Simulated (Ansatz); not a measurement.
# Te (P1) in Ansatz: convergence with k mesh

Aim: find how far k mesh must go before the results for Te settle, at PBEsol. This setting moves, with any that are tied to it; all else stays.

Program: Ansatz 0.2.0. These are calculated values, not measurements. Logs are shortened: lines on timing, memory, paths and dates and some standing lists are left out, and cuts for length are marked.

## (1) The cell of the first run

The typed cell holds 3 atoms: a = 4.454 Å, b = 4.454 Å, c = 5.924 Å, α = 90.00°, β = 90.00°, γ = 120.00°.

The cell isn't the ideal one: atoms moved at random, drawn with an rms of 0.05 Å.

## (2) With k mesh 2 × 2 × 2

Contents of input.yaml:

```yaml
crystal:
  lattice:
    - [4.454, 0.0, 0.0]
    - [-2.227, 3.8572771485, 0.0]
    - [0.0, 0.0, 5.924]
  atoms:
    - { symbol: Te, position: [0.726356, 0.726282, -0.00099] }
    - { symbol: Te, position: [0.006517, 0.278426, 0.673786] }
    - { symbol: Te, position: [0.273786, 0.010986, 0.333049] }
hamiltonian:
  xc: pbesol
  pseudopotentials: { kind: paw }
kpoints:
  mp_grid: { grid: [2, 2, 2] }
scf:
  occupations: { method: gaussian, width: 0.05 }
output:
  forces: true
  stress: true
  eigenvalues: true
```

Potentials or basis: Ansatz PAW.

On the command line:

```console
$ ansatz run input.yaml --threads 2 --pin off --max-ram 5632MiB --backend cpu --events-out ev --progress --plain --runs-dir out
```

Log:

```text
Warning: RAYON_NUM_THREADS=2 ignored (pool sized by the plan → 2); use --threads N
Engine: ansatz 0.2.0, x86_64-unknown-linux-gnu
Pseudopotentials: kind: paw
Pseudopotential: Te, paw, valence charge 16, recommended cutoff 420 eV (normal), Te.paw.azcp
Functional definition: PBEsol
  exchange = pbesol_x
  correlation = pbesol_c
Crystal: 3 atoms, lattice volume = 101.776 Å³
Basis set: ecut = 420 eV, 1993 PW (Γ), exchange–correlation on 60×60×80 points (8 copies of the dense FFT grid, shifted against one another)
Bands: 29, of which v1, the nominal top of the filled ones, is band 24 counted from 1 (23 counted from 0)
Symmetry: 1 space group operations
Space group: P1 (ITA 1), of the structure as read, at distance tolerance 4.7e-5 Å
k-points: 8
Non-local potential: Te, projectors of the file, l = 0: 2, l = 1: 2, l = 2: 2, l = 3: 2
PAW form: soft (Blöchl's): semilocal exchange-correlation on the pseudo side does not see the compensation charge
PAW frozen core: Te, regenerated for the run's functional, and the local potential with it (the file was generated under x = pbe(κ = 0.804, μ = 0.2195149727645171), c = pbe(β = 0.06672455060314922))
PAW one-centre angular grid: Te, 590 points (default); XC on 64 Gauss nodes
Initial density: superposition of atomic densities (neutral atoms: chi_scale 0, normalization atom), corrected by the library's trained network
Initial wavefunctions: pseudopotential atomic-orbital guess
Functional: x = pbesol(κ = 0.804, μ = 0.12345679012345678), c = pbesol(β = 0.046)
SCF iter   1: F=—  HF=-20703.769491 eV  |F-HF|=—  |Δ(HF+E_count)|=         —  Δρ=5.08e-3  dr2=2.17e-2  ethr=1.77e-3  ⟨swp⟩=7.8  Hψ=1081  notcnv=0
preconditioner: auto → Resta (q_TF=auto, 2.407 Å⁻¹)  ε∞=4.4  [insulator: Δε(μ)=0.442 eV  Ē_g=8.467 eV  σ=0.050 eV  W_gap=1.00  n_scr=22 (ndim 8)  ℏωp=15.6 eV  f_vac=0.027  D(μ)=0.00/eV (n_scr^D=0)  ε∞_Penn≈4.4]
SCF iter   2: F=—  HF=-20703.763922 eV  |F-HF|=—  |Δ(HF+E_count)|=   5.57e-3  Δρ=2.94e-3  dr2=7.77e-3  ethr=4.52e-5  ⟨swp⟩=1.6  Hψ=317  notcnv=0
SCF iter   3: F=—  HF=-20703.762731 eV  |F-HF|=—  |Δ(HF+E_count)|=   1.19e-3  Δρ=4.99e-4  dr2=2.11e-4  ethr=1.62e-5  ⟨swp⟩=3.0  Hψ=417  notcnv=0
SCF iter   4: F=—  HF=-20703.762650 eV  |F-HF|=—  |Δ(HF+E_count)|=   8.10e-5  Δρ=1.69e-4  dr2=2.38e-5  ethr=4.40e-7  ⟨swp⟩=2.0  Hψ=417  notcnv=0
SCF iter   5: F=—  HF=-20703.762662 eV  |F-HF|=—  |Δ(HF+E_count)|=   1.22e-5  Δρ=4.02e-5  dr2=2.47e-6  ethr=4.96e-8  ⟨swp⟩=2.8  Hψ=409  notcnv=0
SCF iter   6: F=—  HF=-20703.762663 eV  |F-HF|=—  |Δ(HF+E_count)|=   1.07e-6  Δρ=1.68e-5  dr2=7.52e-7  ethr=5.15e-9  ⟨swp⟩=2.0  Hψ=385  notcnv=0
SCF iter   7: F=-20703.762663 eV  HF=-20703.762663 eV  |F-HF|=1.06e-10  |Δ(HF+E_count)|=   1.65e-8  Δρ=5.48e-6  dr2=3.38e-8  ethr=2.08e-10  ⟨swp⟩=7.8  Hψ=1086  notcnv=0
SCF 1 converged in 7 iterations: F = -20703.762663 eV  dr2 = 3.38e-8
SCF converged after 7 iterations
Free energy (F): -20703.762663 eV
Harris-Foulkes:  -20703.762663 eV  (|F-HF|=1.06e-10)
Internal energy: -20703.762663 eV  (E = F + TS)
E sigma→0 (E₀):  -20703.762663 eV
Fermi energy:    8.716371 eV
--- Per-component energies (eV) ---
  E_band       = -799.382929
  E_kinetic    = 542.262347
  E_local      = -3823.787064  (includes V_loc(G=0)·N_el)
  E_nonlocal   = -923.977528
  E_hartree    = 2428.618941
  E_xc         = -369.716703
  E_vxc        = -311.845378  (∫ρ·V_xc dr)
  E_paw        = -13753.200469  (= ΣΔE_a)
  E_vpaw       = -1139.281244  (= ΣTr[D̂ρ^β])
  E_aug_tail   = -0.000552  (compensation charges beyond the density's cutoff)
  E_ewald      = -4805.086080
  E_core_change = 1.124446  (= ΣΔE_core)
  E_smearing   = -0.000000  (= −TS)
  E_closure    = 0.000000  (closes the sum)
  Σ components = -20703.762663   (vs F -20703.762663, Δ=0.00e0)
--- Forces (eV/Å), atoms counted from 1 ---
  atom   1  Te     0.44675642     0.81770738     0.04604189
  atom   2  Te     0.40620663    -0.77167810    -0.06051435
  atom   3  Te    -0.85296587    -0.04602836     0.01447280
  max |Σ_I F_I| component: 2.82e-6 eV/Å
--- Stress (GPa, compression-positive) ---
        2.798707      -0.238911      -0.072641
       -0.238911       2.370831      -0.100649
       -0.072641      -0.100649      -4.197877
  P = ⅓ Tr σ = 0.3239 GPa (3.239 kbar)
--- Band table (eV; the first three rows and the last of 8) ---
  k-point 0: bands = ["-28.6817", "-28.6573", "-28.6307", "-28.6131", "-28.5634", "-28.5297", "-28.4619", "-28.4404", "-28.4325", "-28.4048", "-28.3859", "-28.3811", "-28.3540", "-28.3511", "-28.3027", "-4.9377", "-1.6955", "-1.6167", "5.6006", "5.8793", "5.9792", "6.9393", "7.0309", "7.7682", "9.6103", "9.6912", "10.2058", "13.5763", "13.6144"]
  k-point 1: bands = ["-28.6895", "-28.6547", "-28.6215", "-28.6048", "-28.5600", "-28.5496", "-28.4620", "-28.4388", "-28.4337", "-28.4047", "-28.3857", "-28.3770", "-28.3533", "-28.3521", "-28.3030", "-4.1236", "-3.9772", "0.4009", "4.7774", "5.9075", "6.0790", "7.3835", "7.6236", "7.7152", "8.9278", "9.0694", "9.1280", "12.6268", "13.7831"]
  k-point 2: bands = ["-28.6777", "-28.6553", "-28.6289", "-28.6117", "-28.5638", "-28.5316", "-28.4622", "-28.4368", "-28.4357", "-28.4043", "-28.3946", "-28.3855", "-28.3518", "-28.3446", "-28.3031", "-3.7943", "-2.4932", "-1.4372", "3.8072", "4.2105", "5.0570", "5.1382", "7.6614", "7.9286", "9.4028", "9.5408", "11.4489", "12.3895", "15.9241"]
  k-point 7: bands = ["-28.6891", "-28.6544", "-28.6200", "-28.6024", "-28.5588", "-28.5461", "-28.4626", "-28.4373", "-28.4351", "-28.4049", "-28.3863", "-28.3838", "-28.3553", "-28.3520", "-28.2997", "-3.4394", "-3.0085", "-1.3416", "2.9501", "5.0161", "5.0802", "6.0355", "6.5040", "8.5047", "9.3207", "10.7033", "11.0965", "13.2565", "13.7211"]
```

Run time: 0.68 s. Hardware: 2 threads of Intel Xeon Platinum 8488C (Sapphire Rapids), shared host; peak memory 0.38 GiB.

Results:

| Property | Result |
| --- | --- |
| Free energy | -20703.7627 eV |
| Pressure | 0.3 GPa |
| Largest force | 0.933 eV/Å |
| Band gap on the k mesh | 0.42 eV, indirect (least direct gap 0.82 eV) |

## (3) With k mesh 3 × 3 × 2

input.yaml, as its differences from that of step 2:

```diff
@@ -13,3 +13,3 @@
 kpoints:
-  mp_grid: { grid: [2, 2, 2] }
+  mp_grid: { grid: [3, 3, 2] }
 scf:
```

Potentials or basis: Ansatz PAW.

On the command line:

```console
$ ansatz run input.yaml --threads 2 --pin off --max-ram 5632MiB --backend cpu --events-out ev --progress --plain --runs-dir out
```

It took 0.93 s on 2 threads of Intel Xeon Platinum 8488C (Sapphire Rapids), shared host; peak memory 0.36 GiB.

Results:

```yaml
Free_energy: -20704.2980 eV
Pressure: -0.8 GPa
Largest_force: 0.334 eV/Å
Band_gap_on_the_k_mesh: 0.11 eV, direct
```

## (4) With k mesh 4 × 4 × 3

input.yaml, as its differences from that of step 3:

```diff
@@ -13,3 +13,3 @@
 kpoints:
-  mp_grid: { grid: [3, 3, 2] }
+  mp_grid: { grid: [4, 4, 3] }
 scf:
```

On the command line:

```console
$ ansatz run input.yaml --threads 2 --pin off --max-ram 5632MiB --backend cpu --events-out ev --progress --plain --runs-dir out
```

Wall time 2.1 s (2 threads of Intel Xeon Platinum 8488C (Sapphire Rapids), shared host); peak memory 0.4 GiB.

Results:

```
Free energy            : -20704.4675 eV
Pressure               : -1.1 GPa
Largest force          : 0.190 eV/Å
Band gap on the k mesh : 0.64 eV, indirect (least direct gap 0.88 eV)
```

## (5) With k mesh 5 × 5 × 4

input.yaml, as its differences from that of step 4:

```diff
@@ -13,3 +13,3 @@
 kpoints:
-  mp_grid: { grid: [4, 4, 3] }
+  mp_grid: { grid: [5, 5, 4] }
 scf:
```

On the command line:

```console
$ ansatz run input.yaml --threads 2 --pin off --max-ram 5632MiB --backend cpu --events-out ev --progress --plain --runs-dir out
```

Wall time 3.6 s (2 threads of Intel Xeon Platinum 8488C (Sapphire Rapids), shared host); peak memory 0.44 GiB.

What came out:

```
Free energy            : -20704.4954 eV
Pressure               : -1.2 GPa
Largest force          : 0.188 eV/Å
Band gap on the k mesh : 0.32 eV, indirect (least direct gap 0.69 eV)
```

## (6) With k mesh 6 × 6 × 4

input.yaml, as its differences from that of step 5:

```diff
@@ -13,3 +13,3 @@
 kpoints:
-  mp_grid: { grid: [5, 5, 4] }
+  mp_grid: { grid: [6, 6, 4] }
 scf:
```

Potentials or basis: Ansatz PAW.

On the command line:

```console
$ ansatz run input.yaml --threads 2 --pin off --max-ram 5632MiB --backend cpu --events-out ev --progress --plain --runs-dir out
```

It took 5.3 s on 2 threads of Intel Xeon Platinum 8488C (Sapphire Rapids), shared host; peak memory 0.47 GiB.

It converged, with:

```yaml
Free_energy: -20704.4963 eV
Pressure: -1.3 GPa
Largest_force: 0.188 eV/Å
Band_gap_on_the_k_mesh: 0.12 eV, direct
```

## (7) With k mesh 8 × 8 × 5

input.yaml, as its differences from that of step 6:

```diff
@@ -13,3 +13,3 @@
 kpoints:
-  mp_grid: { grid: [6, 6, 4] }
+  mp_grid: { grid: [8, 8, 5] }
 scf:
```

On the command line:

```console
$ ansatz run input.yaml --threads 2 --pin off --max-ram 5632MiB --backend cpu --events-out ev --progress --plain --runs-dir out
```

Run time: 12 s. Hardware: 2 threads of Intel Xeon Platinum 8488C (Sapphire Rapids), shared host; peak memory 0.64 GiB.

Results (log left out):

```yaml
Free_energy: -20704.5035 eV
Pressure: -1.3 GPa
Largest_force: 0.189 eV/Å
Band_gap_on_the_k_mesh: 0.50 eV, indirect (least direct gap 0.76 eV)
```

## (8) With k mesh 10 × 10 × 6

input.yaml, as its differences from that of step 7:

```diff
@@ -13,3 +13,3 @@
 kpoints:
-  mp_grid: { grid: [8, 8, 5] }
+  mp_grid: { grid: [10, 10, 6] }
 scf:
```

On the command line:

```console
$ ansatz run input.yaml --threads 2 --pin off --max-ram 5632MiB --backend cpu --events-out ev --progress --plain --runs-dir out
```

Run time: 20 s. Hardware: 2 threads of Intel Xeon Platinum 8488C (Sapphire Rapids), shared host; peak memory 0.89 GiB.

Results (log left out):

* Free energy: -20704.5032 eV
* Pressure: -1.3 GPa
* Largest force: 0.189 eV/Å
* Band gap on the k mesh: 0.32 eV, indirect (least direct gap 0.54 eV)

## (9) With k mesh 11 × 11 × 8

input.yaml, as its differences from that of step 8:

```diff
@@ -13,3 +13,3 @@
 kpoints:
-  mp_grid: { grid: [10, 10, 6] }
+  mp_grid: { grid: [11, 11, 8] }
 scf:
```

Potentials or basis: Ansatz PAW.

On the command line:

```console
$ ansatz run input.yaml --threads 2 --pin off --max-ram 5632MiB --backend cpu --events-out ev --progress --plain --runs-dir out
```

Run time: 32 s. Hardware: 2 threads of Intel Xeon Platinum 8488C (Sapphire Rapids), shared host; peak memory 1.2 GiB.

The run converged. Its results:

* Free energy: -20704.5034 eV
* Pressure: -1.3 GPa
* Largest force: 0.189 eV/Å
* Band gap on the k mesh: 0.24 eV, indirect (least direct gap 0.40 eV)

## (10) The series at a glance

| k mesh | energy less the tightest run, at zero smearing (meV/atom) | pressure (GPa) | largest force (eV/Å) | gap on the mesh (eV) | SCF cycles | CPU time (s) | peak memory (GiB) |
| --- | --- | --- | --- | --- | --- | --- | --- |
| 2 × 2 × 2 | 246.90 | 0.32 | 0.933 | 0.423 | 7 | 1.1 | 0.38 |
| 3 × 3 × 2 | 68.79 | -0.77 | 0.334 | 0.107 | 6 | 1.6 | 0.36 |
| 4 × 4 × 3 | 11.94 | -1.15 | 0.190 | 0.638 | 6 | 3.9 | 0.4 |
| 5 × 5 × 4 | 2.67 | -1.25 | 0.188 | 0.318 | 6 | 6.9 | 0.44 |
| 6 × 6 × 4 | 2.38 | -1.25 | 0.188 | 0.115 | 6 | 10 | 0.47 |
| 8 × 8 × 5 | -0.05 | -1.28 | 0.189 | 0.500 | 6 | 24 | 0.64 |
| 10 × 10 × 6 | 0.05 | -1.28 | 0.189 | 0.319 | 6 | 40 | 0.89 |
| 11 × 11 × 8 | 0.00 | -1.28 | 0.189 | 0.237 | 6 | 64 | 1.2 |

Against the tightest run, the energy stays within 1 meV/atom from 8 × 8 × 5 on; the pressure stays within 0.1 GPa from 5 × 5 × 4 on; the largest force stays within 0.005 eV/Å from 4 × 4 × 3 on. Not settled before the last step: the gap on the mesh (to 0.01 eV). Meshes of other sizes hit other points, so gaps and Fermi surfaces needn't settle smoothly. The tightest run that finished is the yardstick and may itself not be fully converged.

Caveats: odd divisions of the mesh miss points on the zone boundary, where band edges often lie, so the gap on the mesh can be too wide; spin-orbit coupling is left out, which moves the levels of the heavy elements; the PAW data sets come from PBE, with cores solved anew for the run's functional, which leaves a small shift of forces and pressure.
